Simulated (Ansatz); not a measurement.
MgO2:

```xyz
3
Lattice="1.6048 0.9265 3.4940 -1.6048 0.9265 3.4940 0.0000 -1.8530 3.4940" Properties=species:S:1:pos:R:3 pbc="T T T"
Mg    0.0000    0.0000    0.0000
O     0.0000    0.0000    5.9874
O     0.0000    0.0000    4.4945
```

The cell comes from a database or a generator and needn't be the stable form of this composition.

A run of Ansatz 0.2.0 on this cell left the log below. Logs are shortened: lines on timing, memory, paths and dates and some standing lists are left out, and cuts for length are marked.

```text
Warning: RAYON_NUM_THREADS=2 ignored (pool sized by the plan → 2); use --threads N
scf.n_extra_bands = 7 over 11 filled bands (N_el = 22.0): the run solves 18 bands
Engine: ansatz 0.2.0, x86_64-unknown-linux-gnu
Pseudopotentials: kind: paw
Pseudopotential: Mg, paw, valence charge 10, recommended cutoff 420 eV (normal), Mg.paw.azcp
Pseudopotential: O, paw, valence charge 6, recommended cutoff 420 eV (normal), O.paw.azcp
Functional definition: SPW92
  exchange = slater_x
  correlation = pw_c
Crystal: 3 atoms, lattice volume = 31.170 Å³
Basis set: ecut = 420 eV, 617 PW (Γ)
Bands: 18, of which v1, the nominal top of the filled ones, is band 11 counted from 1 (10 counted from 0)
Symmetry: 12 space group operations
Space group: R-3m (ITA 166), of the structure as read, at distance tolerance 3.1e-5 Å
k-points: 32 of 216
Non-local potential: Mg, projectors of the file, l = 0: 3, l = 1: 2, l = 2: 1
Non-local potential: O, projectors of the file, l = 0: 2, l = 1: 2, l = 2: 1
PAW form: soft (Blöchl's): semilocal exchange-correlation on the pseudo side does not see the compensation charge
PAW frozen core: Mg, regenerated for the run's functional, and the local potential with it (the file was generated under x = pbe(κ = 0.804, μ = 0.2195149727645171), c = pbe(β = 0.06672455060314922))
PAW frozen core: O, regenerated for the run's functional, and the local potential with it (the file was generated under x = pbe(κ = 0.804, μ = 0.2195149727645171), c = pbe(β = 0.06672455060314922))
PAW one-centre angular grid: Mg, 110 points (default); XC on 64 Gauss nodes
PAW one-centre angular grid: O, 110 points (default); XC on 64 Gauss nodes
Initial density: superposition of atomic densities (neutral atoms: chi_scale 0, normalization atom), corrected by the library's trained network
Initial wavefunctions: pseudopotential atomic-orbital guess
Functional: x = slater, c = lda
SCF iter   1: F=—  HF=-3012.130516 eV  |F-HF|=—  |Δ(HF+E_count)|=         —  Δρ=1.69e-2  dr2=8.65e-2  ethr=1.77e-3  ⟨swp⟩=5.4  Hψ=2931  notcnv=0  defer=21
preconditioner: auto → none  [insulator: Δε(μ)=2.161 eV  Ē_g=18.763 eV  σ=0.050 eV  W_gap=1.00  n_scr=14 (ndim 8)  ℏωp=24.9 eV  f_vac=0.038  D(μ)=0.00/eV (n_scr^D=0)  ε∞_Penn≈2.8]
SCF iter   2: F=—  HF=-3012.103342 eV  |F-HF|=—  |Δ(HF+E_count)|=   2.72e-2  Δρ=7.74e-3  dr2=8.65e-3  ethr=3.93e-4  ⟨swp⟩=2.2  Hψ=1149  notcnv=0  defer=63
SCF iter   3: F=—  HF=-3012.099956 eV  |F-HF|=—  |Δ(HF+E_count)|=   3.39e-3  Δρ=1.94e-3  dr2=4.89e-4  ethr=3.93e-5  ⟨swp⟩=2.1  Hψ=840  notcnv=0  defer=63
SCF iter   4: F=—  HF=-3012.099722 eV  |F-HF|=—  |Δ(HF+E_count)|=   2.35e-4  Δρ=3.53e-4  dr2=1.38e-5  ethr=2.22e-6  ⟨swp⟩=2.0  Hψ=650  notcnv=0  defer=63
SCF iter   5: F=—  HF=-3012.099720 eV  |F-HF|=—  |Δ(HF+E_count)|=   1.99e-6  Δρ=2.78e-5  dr2=8.79e-8  ethr=6.28e-8  ⟨swp⟩=2.9  Hψ=742  notcnv=0  defer=63
SCF iter   6: F=-3012.099720 eV  HF=-3012.099720 eV  |F-HF|=1.15e-8  |Δ(HF+E_count)|=   2.48e-8  Δρ=6.70e-6  dr2=1.45e-8  ethr=4.00e-10  ⟨swp⟩=6.9  Hψ=2376  notcnv=0
SCF 1 converged in 6 iterations: F = -3012.099720 eV  dr2 = 1.45e-8
  greatest PAW one-centre occupation: 1.000 electrons in one spin orbital (limit 2), on the Mg atom at site 0 (counted from 0), in its partial waves of l = 1
NSCF: frozen V_eff on 85 k-points
SCF converged after 6 iterations
Free energy (F): -3012.099720 eV
Harris-Foulkes:  -3012.099720 eV  (|F-HF|=1.15e-8)
Internal energy: -3012.099720 eV  (E = F + TS)
E sigma→0 (E₀):  -3012.099720 eV
Fermi energy:    7.174006 eV
--- Per-component energies (eV) ---
  E_band       = -359.528848
  E_kinetic    = 423.482560
  E_local      = -2142.630153  (includes V_loc(G=0)·N_el)
  E_nonlocal   = 196.006110
  E_hartree    = 743.845921
  E_xc         = -173.484570
  E_vxc        = -223.503406  (∫ρ·V_xc dr)
  E_paw        = -564.327183  (= ΣΔE_a)
  E_vpaw       = -100.579480  (= ΣTr[D̂ρ^β])
  E_aug_tail   = 0.004991  (compensation charges beyond the density's cutoff)
  E_ewald      = -1495.341718
  E_core_change = 0.344322  (= ΣΔE_core)
  E_smearing   = -0.000000  (= −TS)
  E_closure    = -0.000000  (closes the sum)
  Σ components = -3012.099720   (vs F -3012.099720, Δ=0.00e0)
--- Forces (eV/Å), atoms counted from 1 ---
  atom   1  Mg    -0.00000000     0.00000000     0.00000000
  atom   2  O     -0.00000000    -0.00000000    -0.45043735
  atom   3  O      0.00000000     0.00000000     0.45043735
  max |Σ_I F_I| component: 6.94e-18 eV/Å
--- Stress (GPa, compression-positive) ---
       -8.574656       0.000000       0.000000
        0.000000      -8.574656       0.000000
       -0.000000       0.000000     -13.226742
  P = ⅓ Tr σ = -10.1254 GPa (-101.254 kbar)
--- Band table (eV; the first three rows and the last of 32) ---
  k-point 0: bands = ["-66.6499", "-34.0952", "-34.0691", "-34.0691", "-15.0290", "-8.1905", "-1.7200", "2.7110", "2.7110", "5.2239", "5.2239", "10.3887", "10.7246", "17.8538", "19.6366", "20.5484", "20.5484", "22.2239"]
  k-point 1: bands = ["-66.6493", "-34.0941", "-34.0778", "-34.0709", "-14.9023", "-8.2711", "-1.5223", "1.9874", "2.6216", "5.0540", "5.1042", "10.5554", "11.5042", "17.9592", "18.5845", "20.0496", "21.1977", "21.2884"]
  k-point 2: bands = ["-66.6482", "-34.0958", "-34.0912", "-34.0746", "-14.6350", "-8.4330", "-1.0764", "0.6992", "2.4519", "4.8745", "4.8930", "10.2980", "13.3716", "16.6906", "18.2078", "19.8467", "20.6571", "22.6834"]
  k-point 31: bands = ["-66.6498", "-34.0994", "-34.0692", "-34.0692", "-14.5140", "-9.8868", "1.0674", "2.1885", "2.1885", "6.0332", "6.0332", "8.2197", "10.7518", "15.1630", "19.9044", "19.9044", "22.6964", "22.6964"]
```

What input gives this log?

Projected density of states with LDA, no spin polarisation. The files as run (others can give the same):

input.yaml
```yaml
crystal:
  lattice:
    - [1.604761016, 0.9265092046, 3.4939788749]
    - [-1.604761016, 0.9265092046, 3.4939788749]
    - [0.0, -1.8530184092, 3.4939788749]
  atoms:
    - { symbol: Mg, position: [0.0, 0.0, 0.0] }
    - { symbol: O, position: [0.571214, 0.571214, 0.571214] }
    - { symbol: O, position: [0.428786, 0.428786, 0.428786] }
hamiltonian:
  xc: lda
  pseudopotentials: { kind: paw }
kpoints:
  mp_grid: { grid: [6, 6, 6] }
scf:
  occupations: { method: fermi_dirac, width: 0.05 }
  n_extra_bands: 7
output:
  forces: true
  stress: true
  eigenvalues: true
  dos: { projected: true, de: 0.05, nscf_kmesh: { grid: [9, 9, 9] } }
```

Potentials or basis: Ansatz PAW.
Command:
```console
$ ansatz run input.yaml --threads 2 --pin off --max-ram 5632MiB --backend cpu --events-out ev --progress --plain --runs-dir out
```

Caveat: the pressure holds a Pulay correction of +1.1 GPa for the finite cutoff; the PAW data sets come from PBE, with cores solved anew for the run's functional, which leaves a small shift of forces and pressure.
